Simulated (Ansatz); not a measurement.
Write the native input for Ansatz 0.2.0 that does the following.

```
Task                : single point
Functional          : PBE
Potentials or basis : Ansatz PAW
Cutoff              : 420 eV (not typed: the program's choice for these potentials)
k mesh              : 7 × 7 × 7
Occupations         : gaussian, width 0.012 eV
Spin                : no spin polarisation
```

Crystal: SnTe.

```
CELL_PARAMETERS angstrom
3.90470 0.00000 0.00000
0.00000 3.90470 0.00000
0.00000 0.00000 3.90470
ATOMIC_POSITIONS crystal
Te 0.50000 0.50000 0.50000
Sn 0.00000 0.00000 0.00000
```

Measurements of this composition are mostly on another form, of space group No. 225.

The input as run:

input.yaml

```yaml
crystal:
  lattice:
    - [3.9047, 0.0, 0.0]
    - [0.0, 3.9047, 0.0]
    - [0.0, 0.0, 3.9047]
  atoms:
    - { symbol: Te, position: [0.5, 0.5, 0.5] }
    - { symbol: Sn, position: [0.0, 0.0, 0.0] }
hamiltonian:
  xc: pbe
  pseudopotentials: { kind: paw }
kpoints:
  mp_grid: { grid: [7, 7, 7] }
scf:
  occupations: { method: gaussian, width: 0.012 }
output:
  forces: true
  stress: true
  eigenvalues: true
```

Potentials or basis: Ansatz PAW.

The run is started by

```sh
$ ansatz run input.yaml --threads 2 --pin off --max-ram 5632MiB --backend cpu --events-out ev --progress --plain --runs-dir out
```

Results of the run:

```json
{
  "Pressure": "-1.1 GPa",
  "Band gap on the k mesh": "none (metal or under the smearing width)"
}
```

Run time: 1.2 s on 2 threads of AMD EPYC 7R43 64-Core Processor (Zen 3), with other jobs on the host, peak memory 0.38 GiB.
